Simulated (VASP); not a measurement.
# Te2Mo in VASP: reference runs

Aim: a first look at Te2Mo with PBE, on the cell as given and on a disturbed one.

Program: VASP 6.6.1. These are calculated values, not measurements. Logs are shortened: lines on timing, memory, paths and dates and some standing lists are left out, and cuts for length are marked.

### Step 1. The structure

The cell holds a slab with vacuum, 3 atoms: a = 3.560 Å, b = 3.560 Å, c = 17.524 Å, α = 90.00°, β = 90.00°, γ = 120.00°.

### Step 2. Single point, PBE

Input file INCAR:

```
PREC = Accurate ; ENCUT = 520
EDIFF = 1E-7 ; ISMEAR = -1
SIGMA = 0.05 ; LREAL = False
LASPH = True ; NELM = 100
ALGO = Normal ; ISIF = 2
LWAVE = False ; LCHARG = False
GGA = PE ; NBANDS = 20
```

Input file KPOINTS:

```
Automatic mesh
0
Gamma
  9 9 2
```

Input file POSCAR:

```
Te2Mo
1.0
    3.5602328140      0.0000000000      0.0000000000
   -1.7801164070      3.0832520603      0.0000000000
    0.0000000000      0.0000000000     17.5240578200
Te Mo
2 1
Direct
    0.3333333333      0.6666666667      0.1021445500
    0.3333333333      0.6666666667      0.8978554500
    0.0000000000      0.0000000000      0.0000000000
```

Potentials or basis: VASP PAW PBE potentials, release 64 (Te, Mo_sv).

Command:

```bash
> cat potpaw_PBE.64/Te/POTCAR potpaw_PBE.64/Mo_sv/POTCAR > POTCAR
> mpirun -np 1 vasp_std > vasp.out
```

OUTCAR:

```text
PREC = Accurate
   ENCUT = 520
   EDIFF = 1E-7
   ISMEAR = -1
   LREAL = False
   LASPH = True
   NELM = 100
   ISIF = 2
   GGA = PE

 ion  position               nearest neighbor table
   1  0.333  0.667  0.102-   3 2.73   3 2.73   3 2.73   2 3.58
   2  0.333  0.667  0.898-   3 2.73   3 2.73   3 2.73   1 3.58
   3  0.000  0.000  0.000-   1 2.73   2 2.73   1 2.73   2 2.73   1 2.73   2 2.73

  LATTYP: Found a hexagonal cell.
 ALAT       =     3.5602328140
 C/A-ratio  =     4.9221662558

  Lattice vectors:

 A1 = (   3.5602328140,   0.0000000000,   0.0000000000)
 A2 = (  -1.7801164070,   3.0832520603,   0.0000000000)
 A3 = (   0.0000000000,   0.0000000000,  17.5240578200)

Analysis of symmetry for initial positions (statically):
=====================================================================
 Subroutine PRICEL returns:
 Original cell was already a primitive cell.

 Routine SETGRP: Setting up the symmetry group for a
 hexagonal supercell.

 Subroutine GETGRP returns: Found 12 space group operations
 (whereof 12 operations were pure point group operations)
 out of a pool of 24 trial point group operations.

The static configuration has the point symmetry D_3h.

Analysis of symmetry for dynamics (positions and initial velocities):
=====================================================================
 Subroutine PRICEL returns:
 Original cell was already a primitive cell.

 Routine SETGRP: Setting up the symmetry group for a
 hexagonal supercell.

 Subroutine GETGRP returns: Found 12 space group operations
 (whereof 12 operations were pure point group operations)
 out of a pool of 24 trial point group operations.

The dynamic configuration has the point symmetry D_3h.

 Subroutine INISYM returns: Found 12 space group operations
 (whereof 12 operations are pure point group operations),
 and found     1 'primitive' translations

----------------------------------------------------------------------------------------

                                     Primitive cell

  volume of cell :     192.3633

  direct lattice vectors                    reciprocal lattice vectors
     3.560232814  0.000000000  0.000000000     0.280880508  0.162166437  0.000000000
    -1.780116407  3.083252060  0.000000000     0.000000000  0.324332873  0.000000000
     0.000000000  0.000000000 17.524057820     0.000000000  0.000000000  0.057064409

  length of vectors
     3.560232814  3.560232814 17.524057820     0.324332873  0.324332873  0.057064409

  position of ions in fractional coordinates (direct lattice)
     0.333333333  0.666666667  0.102144550
     0.333333333  0.666666667  0.897855450
     0.000000000  0.000000000  0.000000000

  ion indices of the primitive-cell ions
   primitive index   ion index
                 1           1
                 2           2
                 3           3

----------------------------------------------------------------------------------------

 KPOINTS: Automatic mesh

Automatic generation of k-mesh.
 Grid dimensions read from file:
 generate k-points for:    9    9    2

 Generating k-lattice:

  Cartesian coordinates                     Fractional coordinates (reciprocal lattice)
     0.031208945  0.018018493  0.000000000     0.111111111  0.000000000  0.000000000
     0.000000000  0.036036986  0.000000000     0.000000000  0.111111111  0.000000000
     0.000000000  0.000000000  0.028532204     0.000000000  0.000000000  0.500000000

  Length of vectors
     0.036036986  0.036036986  0.028532204

  Shift w.r.t. Gamma in fractional coordinates (k-lattice)
     0.000000000  0.000000000  0.000000000

 Subroutine IBZKPT returns following result:
 ===========================================

 Found     24 irreducible k-points:

 Following reciprocal coordinates:
            Coordinates               Weight
  0.000000  0.000000  0.000000      1.000000
  0.111111  0.000000  0.000000      6.000000
  0.222222  0.000000  0.000000      6.000000
  0.333333 -0.000000  0.000000      6.000000
  0.444444  0.000000  0.000000      6.000000
  0.111111  0.111111  0.000000      6.000000
[... 16 lines left out ...]
  0.333333  0.222222  0.500000     12.000000
  0.333333  0.333333  0.500000      2.000000
   k-points           NKPTS =     24   k-points in BZ     NKDIM =     24   number of bands    NBANDS=     20
   number of dos      NEDOS =    301   number of ions     NIONS =      3
   total plane-waves  NPLWV = 109760
   dimension x,y,z NGX =    28 NGY =   28 NGZ =  140
   dimension x,y,z NGXF=    56 NGYF=   56 NGZF=  280
   ions per type =               2   1
   NGX,Y,Z   is equivalent  to a cutoff of  13.07, 13.07, 13.28 a.u.
   NGXF,Y,Z  is equivalent  to a cutoff of  26.15, 26.15, 26.56 a.u.
 SYSTEM =  unknown system
   PREC   = accura    normal or accurate (medium, high low for compatibility)
   ISTART =      0    job   : 0-new  1-cont  2-samecut
   ICHARG =      2    charge: 1-file 2-atom 10-const
   ISPIN  =      1    spin polarized calculation?
   LNONCOLLINEAR =      F non collinear calculations
   LSORBIT =      F    spin-orbit coupling
   LASPH  =      T    aspherical Exc in radial PAW
   ENCUT  =  520.0 eV  38.22 Ry    6.18 a.u.   6.62  6.62 32.58*2*pi/ulx,y,z
   NELM   =    100;   NELMIN=  2; NELMDL= -5     # of ELM steps
   EDIFF  = 0.1E-06   stopping-criterion for ELM
   LREAL  =      F    real-space projection
   EDIFFG = 0.1E-05   stopping-criterion for IOM
   NSW    =      0    number of steps for IOM
   IBRION =     -1    ionic relax: 0-MD 1-quasi-New 2-CG
   NFREE  =      0    steps in history (QN), initial steepest desc. (CG)
   ISIF   =      2    stress and relaxation
   ISYM   =      2    0-nonsym 1-usesym 2-fastsym
   POTIM  = 0.5000    time-step for ionic-motion
   TEBEG  =    0.0;   TEEND  =   0.0 temperature during run
   PSTRESS=    0.0 pullay stress
   NELECT =      26.0000    total number of electrons
   NUPDOWN=      -1.0000    fix difference up-down
   EMIN   =  10.00;   EMAX   =-10.00  energy-range for DOS
   EFERMI =   0.00;   METHOD = LEGACY
   ISMEAR =    -1;   SIGMA  =   0.05  broadening in eV -4-tet -1-fermi 0-gaus
   EFERMI_NEDOS =   21; number of points for ismear=-14 and -15
   IALGO  =     38    algorithm
   IMIX   =      4    mixing-type and parameters
     AMIX     =   0.40;   BMIX     =  1.00
     AMIX_MAG =   1.60;   BMIX_MAG =  1.00
  volume/ion in A,a.u.               =      64.12       432.71
  Fermi-wavevector in a.u.,A,eV,Ry     =   0.840153  1.587660  9.603777  0.705858
  Thomas-Fermi vector in A             =   1.954489
   LORBIT       =      0    0 simple, 1 ext, 2 COOP (PROOUT), +10 PAW based schemes
   GGA     = PE    functional components
   LHFCALC =     F    Hartree Fock is set to
   AEXX    =    0.0000 exact exchange contribution
   IVDW    =     0    specifies the selected vdW correction
   LEPSILON=     F    determine dielectric tensor
   LRPA    =     F    only Hartree local field effects (RPA)
 non-spin polarized calculation
  energy-cutoff  :      520.00
  volume of cell :      192.36
 maximum number of plane-waves:      5262
 NGX is ok and might be reduce to    28
   NGX = 13   NGY = 13   NGZ = 65

 number of electron      26.0000000 magnetization

 Free energy of the ion-electron system (eV)
  ---------------------------------------------------
  ext. energy  EPLUGINS =         0.00000000
  ---------------------------------------------------
  free energy    TOTEN  =       -18.02075050 eV

  energy without entropy =      -18.02074869  energy(sigma->0) =      -18.02074959

 E-fermi :   0.6275     XC(G=0):  -4.7358

 val. band max:        0.1010024458   @ k =   0.3333   0.3333   0.5000
 cond. band min:       1.1492901228   @ k =   0.3333   0.3333   0.0000
 fundamental gap:      1.0482876770
 Fermi energy:         0.6275419417

 k-point     1 :       0.0000    0.0000    0.0000
  band No.  band energies     occupation
      1     -60.5656      2.00000
      2     -34.7103      2.00000
      3     -34.6166      2.00000
      4     -34.6166      2.00000
      5     -12.4342      2.00000
      6     -11.4515      2.00000
[... 12 lines left out ...]
     19       4.7609      0.00000
     20       5.6403      0.00000

 k-point     2 :       0.1111    0.0000    0.0000
  band No.  band energies     occupation
      1     -60.5647      2.00000
      2     -34.7073      2.00000
      3     -34.6301      2.00000
      4     -34.6198      2.00000
      5     -12.2696      2.00000
      6     -11.3390      2.00000
[... 12 lines left out ...]
     19       4.9647      0.00000
     20       5.9275      0.00000

 k-point     3 :       0.2222    0.0000    0.0000
  band No.  band energies     occupation
      1     -60.5622      2.00000
      2     -34.6997      2.00000
      3     -34.6642      2.00000
      4     -34.6277      2.00000
      5     -11.8062      2.00000
      6     -11.0240      2.00000
[... 12 lines left out ...]
     19       5.5315      0.00000
     20       6.3965      0.00000

 k-point     4 :       0.3333   -0.0000    0.0000
  band No.  band energies     occupation
      1     -60.5594      2.00000
      2     -34.7026      2.00000
      3     -34.6911      2.00000
      4     -34.6367      2.00000
      5     -11.1585      2.00000
      6     -10.5927      2.00000
[... 12 lines left out ...]
     19       5.9445      0.00000
     20       6.1914      0.00000

 k-point     5 :       0.4444    0.0000    0.0000
  band No.  band energies     occupation
      1     -60.5576      2.00000
      2     -34.7275      2.00000
      3     -34.6855      2.00000
      4     -34.6426      2.00000
      5     -10.6110      2.00000
      6     -10.2449      2.00000
[... 12 lines left out ...]
     19       6.0775      0.00000
     20       6.5343      0.00000
[... 353 lines left out ...]
      6     -10.1453      2.00000
[... 12 lines left out ...]
     19       6.8620      0.00000
     20       7.2388      0.00000

 k-point    22 :       0.2222    0.2222    0.5000
  band No.  band energies     occupation
      1     -60.5582      2.00000
      2     -34.7050      2.00000
      3     -34.6873      2.00000
      4     -34.6552      2.00000
      5     -10.8353      2.00000
      6     -10.3737      2.00000
[... 12 lines left out ...]
     19       6.5421      0.00000
     20       6.6346      0.00000

 k-point    23 :       0.3333    0.2222    0.5000
  band No.  band energies     occupation
      1     -60.5568      2.00000
      2     -34.7142      2.00000
      3     -34.6830      2.00000
      4     -34.6697      2.00000
      5     -10.3914      2.00000
      6     -10.0840      2.00000
[... 12 lines left out ...]
     19       6.4189      0.00000
     20       7.1252      0.00000

 k-point    24 :       0.3333    0.3333    0.5000
  band No.  band energies     occupation
      1     -60.5563      2.00000
      2     -34.7039      2.00000
      3     -34.6882      2.00000
      4     -34.6815      2.00000
      5     -10.2335      2.00000
      6      -9.9752      2.00000
[... 12 lines left out ...]
     19       5.3020      0.00000
     20       7.4681      0.00000

------------------------ aborting loop because EDIFF is reached ----------------------------------------

  FORCE on cell =-STRESS in cart. coord.  units (eV):
  Direction    XX          YY          ZZ          XY          YZ          ZX
  --------------------------------------------------------------------------------------
  -------------------------------------------------------------------------------------
  Total        0.1756127      0.1756127      0.8167798      0.0000000      0.0000000     -0.0000000
  in kB        1.4626634      1.4626634      6.8028899      0.0000000      0.0000000     -0.0000000
  external PRESSURE =       3.2427389 kB  Pullay stress =       0.0000000 kB

 VOLUME and BASIS-vectors are now :
 -----------------------------------------------------------------------------
  energy-cutoff  :      520.00
  volume of cell :      192.36
      direct lattice vectors                 reciprocal lattice vectors
     3.560232814  0.000000000  0.000000000     0.280880508  0.162166437  0.000000000
    -1.780116407  3.083252060  0.000000000     0.000000000  0.324332873  0.000000000
     0.000000000  0.000000000 17.524057820     0.000000000  0.000000000  0.057064409

 POSITION                                       TOTAL-FORCE (eV/Angst)
 -----------------------------------------------------------------------------------
     -0.00000      2.05550      1.78999        -0.000000      0.000000      0.231260
     -0.00000      2.05550     15.73407         0.000000      0.000000     -0.231260
      0.00000      0.00000      0.00000        -0.000000      0.000000      0.000000
 -----------------------------------------------------------------------------------
    total drift:                                0.000000     -0.000000     -0.000000

  FREE ENERGIE OF THE ION-ELECTRON SYSTEM (eV)
  ---------------------------------------------------
  free  energy   TOTEN  =       -18.0207504965 eV

  energy  without entropy=      -18.0207486932  energy(sigma->0) =      -18.02074959
```

Wall time 1.7 min (1 thread of Intel Xeon 6975P-C (Granite Rapids), shared host); peak memory 0.35 GiB.

What came out:

```yaml
Free_energy: -18.0208 eV
Largest_force: 0.231 eV/Å
Band_gap_on_the_k_mesh: 1.05 eV, direct
```

Forces on the atoms (eV/Å):
```
Te   0.000  0.000  0.231
Te   0.000  0.000 -0.231
Mo   0.000  0.000  0.000
```

Caveat: spin-orbit coupling is left out, which moves the levels of the heavy elements. A hybrid or GW would open this gap; PBE tends to underestimate it.

### Step 3. Single point, PBE (atoms moved at random, drawn with an rms of 0.05 Å)

Input file INCAR:

```
  PREC = Accurate
  ENCUT = 520
  EDIFF = 1E-7
  ISMEAR = -1
  SIGMA = 0.05
  LREAL = False
  LASPH = True
  NELM = 60
  ALGO = Normal
  ISIF = 2
  LWAVE = False
  LCHARG = True
  GGA = PE
  LELF = True
  LVHAR = True
  NBANDS = 20
```

Input file KPOINTS:

```
regular mesh
0
Gamma
  9 9 2
```

Input file POSCAR:

```
Te2Mo
1.0
    3.5602328140      0.0000000000      0.0000000000
   -1.7801164070      3.0832520603      0.0000000000
    0.0000000000      0.0000000000     17.5240578200
Te Mo
2 1
Direct
    0.3308650000      0.6707280000      0.0994970000
    0.3428780000      0.6631600000      0.8979840000
   -0.0270590000     -0.0193960000      0.0011440000
```

Potentials or basis: VASP PAW PBE potentials, release 64 (Te, Mo_sv).

Command:

```bash
> cat potpaw_PBE.64/Te/POTCAR potpaw_PBE.64/Mo_sv/POTCAR > POTCAR
> mpirun -np 1 vasp_std > vasp.out
```

Run time: 5.8 min. Hardware: 1 thread of Intel Xeon 6975P-C (Granite Rapids), shared host; peak memory 0.52 GiB.

It converged, with:

| Property | Result |
| --- | --- |
| Free energy | -17.9075 eV |
| Largest force | 1.708 eV/Å |
| Band gap on the k mesh | 1.02 eV, direct |

Forces on the atoms (eV/Å):
```
Te  -0.404 -0.551  1.158
Te  -0.692 -0.371 -0.226
Mo   1.096  0.921 -0.932
```

Levels at points of the mesh, in eV from the valence-band top:
```csv
k point,band 10,band 11,band 12,band 13,band 14,band 15,band 16,band 17
"(0.00, 0.00, 0.00)",-1.58,-1.15,-0.68,-0.30,2.77,3.19,3.47,3.61
"(0.00, 0.00, 0.50)",-1.58,-1.15,-0.68,-0.30,2.77,3.19,3.47,3.61
```

Caveat: spin-orbit coupling is left out, which moves the levels of the heavy elements.
